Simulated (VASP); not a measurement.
Wanted: the native input for a VASP 6.6.1 run.

```yaml
Task: relaxation of cell and atoms
Functional: PBEsol
Potentials_or_basis: VASP PAW PBE potentials, release 64 (V_sv)
Cutoff: 600 eV
k_mesh: 6 × 6 × 4
Occupations: gaussian, width 0.1 eV
Spin: no spin polarisation
Further_INCAR_settings: ALGO = Fast; EDIFF = 1e-07; IBRION = 2; EDIFFG = -0.005; NSW = 90; ISIF = 3
```

The structure of V lies in POSCAR:

```
V
1.0
    2.6923490400      0.0000000000      0.0000000000
   -1.3461745200      2.3316426600      0.0000000000
    0.0000000000      0.0000000000      4.3966059800
V
2
Direct
    0.3333333300      0.6666666700      0.2500000000
    0.6666666700      0.3333333300      0.7500000000
```

This isn't the form of V at room conditions, which is bcc.

These files were run (other wordings do the same):

INCAR

```
SYSTEM = V
PREC = Accurate
ENCUT = 600
EDIFF = 1E-7
ISMEAR = 0
SIGMA = 0.1
LREAL = .False.
LASPH = .True.
NELM = 80
ALGO = Fast
ISIF = 3
LWAVE = .False.
LCHARG = .False.
GGA = PS
IBRION = 2
NSW = 90
EDIFFG = -0.005
```

KPOINTS

```
regular mesh
0
Gamma
  6 6 4
  0 0 0
```

Potentials or basis: VASP PAW PBE potentials, release 64 (V_sv).

Command:

```console
$ cat potpaw_PBE.64/V_sv/POTCAR > POTCAR
$ mpirun -np 1 vasp_std > vasp.out
```

Results of the run:

```
Relaxed volume                         : 13.27 Å³/atom
Relaxed cell                           : a = 2.560 Å, b = 2.560 Å, c = 4.674 Å, α = 90.00°, β = 90.00°, γ = 120.00°
Space group after relaxing (to 0.05 Å) : P6_3/mmc (No. 194)
Energy gained by relaxing              : 46.5 meV/atom
Ionic steps                            : 11
Pressure after relaxing                : 0.0 GPa
Band gap on the k mesh                 : none (metal or under the smearing width)
```

Caveat: the k mesh is coarse (spacing up to 0.45 Å⁻¹), so the values aren't converged; the PAW data sets were made with another functional, which shifts forces and pressure a little.

Wall time 72 s on 1 thread of Intel(R) Xeon(R) Platinum 8488C (Sapphire Rapids) (shared host), peak memory 0.16 GiB.
